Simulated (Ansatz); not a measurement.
# Σ3 (112) boundary in bcc W with Al (substitutional): structure and resistance

How much does the Σ3 (112) boundary in bcc W with Al (substitutional) reflect electrons?

Main program and level: Ansatz 0.2.0; Ansatz plane-wave DFT, PBE, PAW files; relaxation of a bicrystal slab with its lowest layers held; PAW set soft_1, in the first sound run; inputs show where later runs differ.

## Step 1: Starting point

The cell holds 15 atoms: 14 W and 1 Al. Its edges and angles: a = 2.741 Å, b = 4.476 Å, c = 29.088 Å, α = 90.0°, β = 90.0°, γ = 90.0°. It derives from W. built on the (1 1 2) plane; 1 overlapping atoms removed and the grains opened by 0 Å. Vacuum lies along c.

## Step 2: Relaxing the bicrystal

The boundary is built by mirroring the lower grain in the boundary plane and removing any atoms that overlap; then the Al is put in at the boundary. A thin bicrystal slab is relaxed first, with the lowest layers held and the upper grain free to shift and open.

The input, input.yaml:

```yaml
crystal:
  lattice:
    - [2.7407971979, 0.0, 0.0]
    - [0.0, 4.4757030822, 0.0]
    - [0.0, 0.0, 29.0883386558]
  atoms:
    - { symbol: W, position: [0.9999999999, 0.0, 0.171890188] }
    - { symbol: W, position: [0.3333333333, 0.5, 0.2163074442] }
    - { symbol: W, position: [0.6666666666, 0.0, 0.2607247003] }
    - { symbol: W, position: [1.0, 0.5, 0.3051419565] }
    - { symbol: W, position: [0.3333333333, 0.0, 0.3495592127] }
    - { symbol: W, position: [0.6666666667, 0.5, 0.3939764689] }
    - { symbol: Al, position: [0.0, 0.0, 0.438393725] }
    - { symbol: W, position: [0.6666666667, 0.5, 0.4828109812] }
    - { symbol: W, position: [0.3333333333, 0.0, 0.5272282374] }
    - { symbol: W, position: [1.0, 0.5, 0.5716454935] }
    - { symbol: W, position: [0.6666666666, 0.0, 0.6160627497] }
    - { symbol: W, position: [0.3333333333, 0.5, 0.6604800059] }
    - { symbol: W, position: [0.9999999999, 0.0, 0.7048972621] }
    - { symbol: W, position: [0.6666666666, 0.5, 0.7493145182] }
    - { symbol: W, position: [0.3333333332, 0.0, 0.7937317744] }
kpoints:
  mp_grid: { grid: [9, 5, 1] }
hamiltonian:
  xc: pbe
  pseudopotentials: { kind: paw, azcp: { folder: soft_1 } }
scf:
  occupations: { method: fermi_dirac, width: 0.1 }
relax:
  f_tol: 0.03
  max_steps: 80
  constraints: [{ sites: [0, 1, 2] }]
```

The run is started by

```bash
ansatz run input.yaml --threads 4 --pin off --max-ram 15360MiB --backend cpu --events-out ev --progress --plain --runs-dir out
```

Numbers of over 12 decimals in the logs are rounded to 6 here.

The program printed:

```text
Engine: ansatz 0.2.0, aarch64-unknown-linux-gnu
Pseudopotentials: kind: paw
Pseudopotential: W, paw, valence charge 14, recommended cutoff 420 eV (normal), soft_1/W.paw.azcp
Pseudopotential: Al, paw, valence charge 3, recommended cutoff 420 eV (normal), soft_1/Al.paw.azcp
Functional definition: PBE
  parameter kappa = 0.804
  parameter beta = 0.066725
  exchange = pbe_x(kappa = kappa, mu = beta*pi^2/3)
  correlation = pbe_c(beta = beta)
Crystal: 15 atoms, lattice volume = 356.826 Å³
Basis set: ecut = 420 eV, 7043 PW (Γ), exchange–correlation on 40×60×400 points (8 copies of the dense FFT grid, shifted against one another)
Bands: 120, of which v1, the nominal top of the filled ones, is band 100 counted from 1 (99 counted from 0)
Symmetry: 2 space group operations
Space group: Pm (ITA 6), of the structure as read, at distance tolerance 7.1e-5 Å
k-points: 15 of 45 (time reversal used)
Non-local potential: W, projectors of the file, l = 0: 3, l = 1: 2, l = 2: 2, l = 3: 1
Non-local potential: Al, projectors of the file, l = 0: 2, l = 1: 2, l = 2: 1
PAW form: soft (Blöchl's): semilocal exchange-correlation on the pseudo side does not see the compensation charge
PAW one-centre angular grid: W, 590 points (default); XC on 64 Gauss nodes
PAW one-centre angular grid: Al, 110 points (default); XC on 64 Gauss nodes
Initial density: superposition of atomic densities (neutral atoms: chi_scale 0, normalization atom)
Initial wavefunctions: pseudopotential atomic-orbital guess
Functional: x = pbe(κ = 0.804, μ = 0.219515), c = pbe(β = 0.066725)
SCF iter   1: F=—  HF=-145940.364796 eV  |F-HF|=—  |Δ(HF+E_count)|=         —  Δρ=5.66e-2  dr2=1.39e2  ethr=3.10e-3  ⟨swp⟩=8.9  Hψ=8199  notcnv=0
preconditioner: auto → LDOS  [metal: Δε(μ)=0.043 eV  Ē_g=5.198 eV  σ=0.100 eV  W_gap=0.11  n_scr=78 (ndim 8)  ℏωp=18.3 eV  f_vac=0.273  D(μ)=8.17/eV (n_scr^D=44)  β→1.0]
SCF iter   2: F=—  HF=-145938.915279 eV  |F-HF|=—  |Δ(HF+E_count)|=    1.45e0  Δρ=4.51e-2  dr2=1.19e2  ethr=3.10e-3  ⟨swp⟩=7.6  Hψ=6209  notcnv=0  defer=7
SCF iter   3: F=—  HF=-145934.475525 eV  |F-HF|=—  |Δ(HF+E_count)|=    4.44e0  Δρ=9.37e-3  dr2=1.84e0  ethr=3.10e-3  ⟨swp⟩=6.7  Hψ=5247  notcnv=0  defer=14
SCF iter   4: F=—  HF=-145934.332580 eV  |F-HF|=—  |Δ(HF+E_count)|=   1.43e-1  Δρ=2.69e-3  dr2=4.44e-2  ethr=9.23e-4  ⟨swp⟩=3.9  Hψ=2990  notcnv=0  defer=11
SCF iter   5: F=—  HF=-145934.329239 eV  |F-HF|=—  |Δ(HF+E_count)|=   3.34e-3  Δρ=1.09e-3  dr2=1.63e-2  ethr=2.23e-5  ⟨swp⟩=4.1  Hψ=3902  notcnv=0  defer=3
SCF iter   6: F=—  HF=-145934.328329 eV  |F-HF|=—  |Δ(HF+E_count)|=   9.10e-4  Δρ=4.84e-4  dr2=2.26e-3  ethr=8.18e-6  ⟨swp⟩=2.0  Hψ=2451  notcnv=0  defer=3
SCF iter   7: F=—  HF=-145934.328274 eV  |F-HF|=—  |Δ(HF+E_count)|=   5.47e-5  Δρ=1.66e-4  dr2=2.56e-4  ethr=1.14e-6  ⟨swp⟩=2.2  Hψ=2489  notcnv=0  defer=3
SCF iter   8: F=—  HF=-145934.328300 eV  |F-HF|=—  |Δ(HF+E_count)|=   2.55e-5  Δρ=8.48e-5  dr2=9.08e-5  ethr=1.29e-7  ⟨swp⟩=3.0  Hψ=2923  notcnv=0  defer=3
SCF iter   9: F=-145934.328293 eV  HF=-145934.328295 eV  |F-HF|=1.78e-6  |Δ(HF+E_count)|=   4.87e-6  Δρ=2.37e-5  dr2=5.19e-6  ethr=1.13e-8  ⟨swp⟩=3.7  Hψ=6605  notcnv=0
SCF 1 converged in 9 iterations: F = -145934.328293 eV  dr2 = 5.19e-6
  greatest PAW one-centre occupation: 0.999 electrons in one spin orbital (limit 2), on the W atom at site 12 (counted from 0), in its partial waves of l = 0
relax step   1: F+E_penalty+E_count = -145934.32829291 eV  Δ(F+E_penalty+E_count) = +0.000e0 eV  max|allowed force component| = 1.733e0 eV/Å  Δτ_max = 0.0000 Å  (9 SCF iters, dr2 threshold 2.25e-5 eV, accepted)
Initial density: handed on by an earlier stage of this run
Initial wavefunctions: those handed on with the density
iter 1 solved again at ethr=1.84e-3 eV; its pass at ethr=3.10e-3 eV (dr2=3.67e0 eV) is discarded
SCF iter   1: F=—  HF=-145934.601955 eV  |F-HF|=—  |Δ(HF+E_count)|=         —  Δρ=1.18e-2  dr2=4.10e0  ethr=1.84e-3  ⟨swp⟩=1.1  Hψ=6338  notcnv=0  defer=3
preconditioner: auto → LDOS  [metal: Δε(μ)=0.018 eV  Ē_g=4.858 eV  σ=0.100 eV  W_gap=0.04  n_scr=78 (ndim 8)  ℏωp=18.3 eV  f_vac=0.282  D(μ)=8.63/eV (n_scr^D=48)  β→1.0]
SCF iter   2: F=—  HF=-145934.543102 eV  |F-HF|=—  |Δ(HF+E_count)|=   5.89e-2  Δρ=5.46e-3  dr2=3.64e-1  ethr=1.84e-3  ⟨swp⟩=3.1  Hψ=2815  notcnv=0  defer=3
SCF iter   3: F=—  HF=-145934.486441 eV  |F-HF|=—  |Δ(HF+E_count)|=   5.67e-2  Δρ=2.33e-3  dr2=7.33e-2  ethr=1.83e-4  ⟨swp⟩=3.0  Hψ=4228  notcnv=0  defer=4
SCF iter   4: F=—  HF=-145934.473452 eV  |F-HF|=—  |Δ(HF+E_count)|=   1.30e-2  Δρ=4.41e-4  dr2=3.26e-3  ethr=3.69e-5  ⟨swp⟩=2.2  Hψ=2642  notcnv=0  defer=4
SCF iter   5: F=—  HF=-145934.473352 eV  |F-HF|=—  |Δ(HF+E_count)|=   1.00e-4  Δρ=1.24e-4  dr2=1.45e-4  ethr=1.64e-6  ⟨swp⟩=2.1  Hψ=2670  notcnv=0  defer=4
SCF iter   6: F=-145934.473385 eV  HF=-145934.473387 eV  |F-HF|=1.77e-6  |Δ(HF+E_count)|=   3.49e-5  Δρ=4.70e-5  dr2=1.58e-5  ethr=5.03e-8  ⟨swp⟩=2.9  Hψ=7112  notcnv=0
SCF 2 converged in 6 iterations: F = -145934.473385 eV  dr2 = 1.58e-5
relax step   2: F+E_penalty+E_count = -145934.47338510 eV  Δ(F+E_penalty+E_count) = -1.451e-1 eV  max|allowed force component| = 1.675e0 eV/Å  Δτ_max = 0.1943 Å  (6 SCF iters, dr2 threshold 1.00e-4 eV, accepted)
iter 1 solved again at ethr=1.12e-3 eV; its pass at ethr=3.10e-3 eV (dr2=2.23e0 eV) is discarded
SCF iter   1: F=—  HF=-145934.722618 eV  |F-HF|=—  |Δ(HF+E_count)|=         —  Δρ=1.35e-2  dr2=2.09e0  ethr=1.12e-3  ⟨swp⟩=1.2  Hψ=6528  notcnv=0  defer=2
preconditioner: auto → LDOS  [metal: Δε(μ)=0.003 eV  Ē_g=4.807 eV  σ=0.100 eV  W_gap=0.01  n_scr=78 (ndim 8)  ℏωp=18.3 eV  f_vac=0.275  D(μ)=8.39/eV (n_scr^D=48)  β→1.0]
SCF iter   2: F=—  HF=-145934.678853 eV  |F-HF|=—  |Δ(HF+E_count)|=   4.38e-2  Δρ=5.05e-3  dr2=3.18e-1  ethr=1.05e-3  ⟨swp⟩=3.3  Hψ=3026  notcnv=0  defer=2
SCF iter   3: F=—  HF=-145934.646074 eV  |F-HF|=—  |Δ(HF+E_count)|=   3.28e-2  Δρ=2.43e-3  dr2=8.11e-2  ethr=1.60e-4  ⟨swp⟩=3.1  Hψ=3809  notcnv=0  defer=2
SCF iter   4: F=—  HF=-145934.634030 eV  |F-HF|=—  |Δ(HF+E_count)|=   1.20e-2  Δρ=5.69e-4  dr2=3.19e-3  ethr=4.08e-5  ⟨swp⟩=2.3  Hψ=2582  notcnv=0  defer=2
SCF iter   5: F=—  HF=-145934.633503 eV  |F-HF|=—  |Δ(HF+E_count)|=   5.27e-4  Δρ=1.37e-4  dr2=1.91e-4  ethr=1.60e-6  ⟨swp⟩=2.1  Hψ=3010  notcnv=0  defer=2
SCF iter   6: F=-145934.633485 eV  HF=-145934.633494 eV  |F-HF|=8.65e-6  |Δ(HF+E_count)|=   9.19e-6  Δρ=4.51e-5  dr2=1.88e-5  ethr=5.03e-8  ⟨swp⟩=3.1  Hψ=6962  notcnv=0
SCF 3 converged in 6 iterations: F = -145934.633485 eV  dr2 = 1.88e-5
relax step   3: F+E_penalty+E_count = -145934.63348519 eV  Δ(F+E_penalty+E_count) = -1.601e-1 eV  max|allowed force component| = 2.618e-1 eV/Å  Δτ_max = 0.1948 Å  (6 SCF iters, dr2 threshold 1.00e-4 eV, accepted)
[... from here on, the SCF cycles and remarks between the steps are left out ...]
relax step   4: F+E_penalty+E_count = -145934.68020589 eV  Δ(F+E_penalty+E_count) = -4.672e-2 eV  max|allowed force component| = 2.712e-1 eV/Å  Δτ_max = 0.1103 Å  (6 SCF iters, dr2 threshold 4.28e-6 eV, accepted)
relax step   5: F+E_penalty+E_count = -145934.74480273 eV  Δ(F+E_penalty+E_count) = -6.460e-2 eV  max|allowed force component| = 3.689e-1 eV/Å  Δτ_max = 0.1950 Å  (7 SCF iters, dr2 threshold 4.60e-6 eV, accepted)
relax step   6: F+E_penalty+E_count = -145934.69174290 eV  Δ(F+E_penalty+E_count) = +5.306e-2 eV  max|allowed force component| = 9.667e-1 eV/Å  Δτ_max = 0.1928 Å  (6 SCF iters, dr2 threshold 1.00e-4 eV, rejected (line search))
relax step   7: F+E_penalty+E_count = -145934.79765637 eV  Δ(F+E_penalty+E_count) = -5.285e-2 eV  max|allowed force component| = 2.208e-1 eV/Å  Δτ_max = 0.0917 Å  (9 SCF iters, accepted)
relax step   8: F+E_penalty+E_count = -145934.83564020 eV  Δ(F+E_penalty+E_count) = -3.798e-2 eV  max|allowed force component| = 1.518e-1 eV/Å  Δτ_max = 0.0960 Å  (6 SCF iters, dr2 threshold 1.75e-5 eV, accepted)
relax step   9: F+E_penalty+E_count = -145934.86070454 eV  Δ(F+E_penalty+E_count) = -2.506e-2 eV  max|allowed force component| = 2.791e-1 eV/Å  Δτ_max = 0.1092 Å  (6 SCF iters, dr2 threshold 8.26e-6 eV, accepted)
relax step  10: F+E_penalty+E_count = -145934.89195641 eV  Δ(F+E_penalty+E_count) = -3.125e-2 eV  max|allowed force component| = 6.122e-2 eV/Å  Δτ_max = 0.1901 Å  (6 SCF iters, dr2 threshold 3.68e-5 eV, accepted)
relax step  11: F+E_penalty+E_count = -145934.90113676 eV  Δ(F+E_penalty+E_count) = -9.180e-3 eV  max|allowed force component| = 5.481e-2 eV/Å  Δτ_max = 0.1614 Å  (8 SCF iters, accepted)
SCF iter   1: F=—  HF=-145934.902956 eV  |F-HF|=—  |Δ(HF+E_count)|=         —  Δρ=9.80e-4  dr2=6.28e-3  ethr=1.24e-5  ⟨swp⟩=2.7  Hψ=3186  notcnv=0  defer=3
preconditioner: auto → LDOS  [metal: Δε(μ)=0.025 eV  Ē_g=4.823 eV  σ=0.100 eV  W_gap=0.06  n_scr=78 (ndim 8)  ℏωp=18.3 eV  f_vac=0.276  D(μ)=8.04/eV (n_scr^D=44)  β→1.0]
SCF iter   2: F=—  HF=-145934.902732 eV  |F-HF|=—  |Δ(HF+E_count)|=   2.23e-4  Δρ=2.91e-4  dr2=7.08e-4  ethr=3.15e-6  ⟨swp⟩=2.0  Hψ=2847  notcnv=0  defer=3
SCF iter   3: F=—  HF=-145934.902628 eV  |F-HF|=—  |Δ(HF+E_count)|=   1.04e-4  Δρ=1.12e-4  dr2=1.49e-4  ethr=3.56e-7  ⟨swp⟩=2.2  Hψ=3151  notcnv=0  defer=3
SCF iter   4: F=—  HF=-145934.902606 eV  |F-HF|=—  |Δ(HF+E_count)|=   2.19e-5  Δρ=3.21e-5  dr2=4.09e-6  ethr=7.50e-8  ⟨swp⟩=3.0  Hψ=3053  notcnv=0  defer=3
SCF iter   5: F=—  HF=-145934.902061 eV  |F-HF|=—  |Δ(HF+E_count)|=   5.45e-4  Δρ=7.42e-6  dr2=2.29e-7  ethr=2.05e-9  ⟨swp⟩=2.7  Hψ=3485  notcnv=0  defer=3
SCF iter   6: F=-145934.902061 eV  HF=-145934.902061 eV  |F-HF|=9.92e-9  |Δ(HF+E_count)|=   7.60e-8  Δρ=2.58e-6  dr2=4.37e-8  ethr=5.03e-11  ⟨swp⟩=5.6  Hψ=6832  notcnv=0
SCF 12 converged in 6 iterations: F = -145934.902061 eV  dr2 = 4.37e-8
relax step  12: F+E_penalty+E_count = -145934.90206083 eV  Δ(F+E_penalty+E_count) = -9.241e-4 eV  max|allowed force component| = 2.721e-2 eV/Å  Δτ_max = 0.0196 Å  (6 SCF iters, accepted)
SCF converged after 6 iterations
Free energy (F): -145934.902061 eV
Harris-Foulkes:  -145934.902061 eV  (|F-HF|=9.92e-9)
Internal energy: -145934.637277 eV  (E = F + TS)
E sigma→0 (E₀):  -145934.769669 eV
Entropy (-TS):   -0.264784 eV (-17.652 meV/atom)
Fermi energy:    12.857790 eV
--- Per-component energies (eV) ---
  E_band       = -2989.146694
  E_kinetic    = 5913.484919
  E_local      = -148764.640648  (includes V_loc(G=0)·N_el)
  E_nonlocal   = -343.140223
  E_hartree    = 72869.560045
  E_xc         = -3776.739881
  E_vxc        = -3256.230374  (∫ρ·V_xc dr)
  E_paw        = -120558.853961  (= ΣΔE_a)
  E_vpaw       = -2277.757106  (= ΣTr[D̂ρ^β])
  E_aug_tail   = 0.002074  (compensation charges beyond the density's cutoff)
  E_ewald      = 48725.690398
  E_smearing   = -0.264784  (= −TS)
  E_closure    = 0.000000  (closes the sum)
  Σ components = -145934.902061   (vs F -145934.902061, Δ=0.00e0)
--- Forces (eV/Å), atoms counted from 1 ---
  atom   1  W     -0.17896452    -0.00000000     1.75715368
  atom   2  W     -0.24409623     0.00000000    -1.21752145
  atom   3  W      0.44236863     0.00000000    -0.52587363
  atom   4  W     -0.00812762    -0.00000000    -0.00896681
  atom   5  W     -0.01320926     0.00000000    -0.01549540
  atom   6  W     -0.00012988    -0.00000000    -0.00103741
  atom   7  Al     0.01174487     0.00000000     0.01973590
  atom   8  W      0.00209201    -0.00000000    -0.00882014
  atom   9  W     -0.00048418     0.00000000    -0.00885549
  atom  10  W     -0.02048183     0.00000000     0.00051374
  atom  11  W      0.02696327     0.00000000     0.01297267
  atom  12  W     -0.02721356     0.00000000    -0.01200494
  atom  13  W      0.02066462    -0.00000000     0.02003977
  atom  14  W     -0.00321265    -0.00000000    -0.01963278
  atom  15  W     -0.00787646     0.00000000     0.00794632
  max |Σ_I F_I| component: 1.54e-4 eV/Å
--- Relaxed structure (12 steps of the walk, 11 accepted, 0 SCFs on fresh bases) ---
  F+E_penalty+E_count = -145934.90206083 eV   max|allowed force component| = 2.721e-2 eV/Å
  atoms:
    - { symbol: W, position: [1.000000, 0.0, 0.171890188] }
    - { symbol: W, position: [0.3333333333, 0.500000, 0.2163074442] }
    - { symbol: W, position: [0.6666666666, 0.0, 0.2607247003] }
    - { symbol: W, position: [0.996101, 0.500000, 0.304759] }
    - { symbol: W, position: [0.334472, -4.729692946780106e-19, 0.350215] }
    - { symbol: W, position: [0.652193, 0.500000, 0.396271] }
    - { symbol: Al, position: [0.214909, -1.8698986050479097e-18, 0.440985] }
    - { symbol: W, position: [0.944663, 0.500000, 0.486111] }
    - { symbol: W, position: [0.633597, -1.4478837860728776e-18, 0.529235] }
    - { symbol: W, position: [1.290650, 0.500000, 0.575225] }
    - { symbol: W, position: [0.961683, -1.5084566832955755e-18, 0.618153] }
    - { symbol: W, position: [0.628071, 0.500000, 0.664687] }
    - { symbol: W, position: [1.299403, -2.7869603098017095e-18, 0.708760] }
    - { symbol: W, position: [0.950969, 0.500000, 0.754769] }
    - { symbol: W, position: [0.594205, 7.270093841218487e-19, 0.792724] }
```

It took 4 min on 4 threads of Arm Neoverse V1, shared host; peak memory 1.3 GiB.

The steps of the relaxation:

| step | energy less that of the first step (eV) | largest force component (eV/Å) |
| --- | --- | --- |
| 1 | 0.0000 | 1.7326 |
| 2 | -0.1451 | 1.6748 |
| 3 | -0.3052 | 0.2618 |
| 4 | -0.3519 | 0.2712 |
| 5 | -0.4165 | 0.3689 |
| 6 | -0.3635 | 0.9667 |
| 7 | -0.4694 | 0.2208 |
| 8 | -0.5073 | 0.1518 |
| 9 | -0.5324 | 0.2791 |
| 10 | -0.5637 | 0.0612 |
| 11 | -0.5728 | 0.0548 |
| 12 | -0.5738 | 0.0272 |

Relaxation step 6 was tried and not accepted.

The run keeps the 2 symmetry operations that it works with, so distortions that break them were not tested.

The atoms that moved most (Å):

| atom | dx | dy | dz | length |
| --- | --- | --- | --- | --- |
| W13 | 0.821 | 0.000 | 0.112 | 0.828 |
| W9 | 0.823 | 0.000 | 0.058 | 0.825 |
| W12 | 0.808 | 0.000 | 0.122 | 0.817 |
| W11 | 0.809 | 0.000 | 0.061 | 0.811 |
| W10 | 0.797 | 0.000 | 0.104 | 0.803 |
| W14 | 0.779 | 0.000 | 0.159 | 0.795 |
| W8 | 0.762 | 0.000 | 0.096 | 0.768 |
| W15 | 0.715 | 0.000 | -0.029 | 0.716 |

This step gave:

* free energy: -145934.9021 eV
* energy at zero smearing: -145934.7697 eV
* Fermi energy: 12.86 eV

The largest force component on a free atom ends at 0.027 eV/Å, under the tolerance of 0.03, after 12 steps.

(Part 1 of 2 ends here.)

[Logs are printed without paths, hosts, clocks, repeated set-up lines and the standing remarks that a program may print on its own settings, such as how far it seeks lower states.]

[Hosts, paths, dates, database ids (printed as entryN), source tags and the programs' standing remarks are cut or masked in the printed files.]
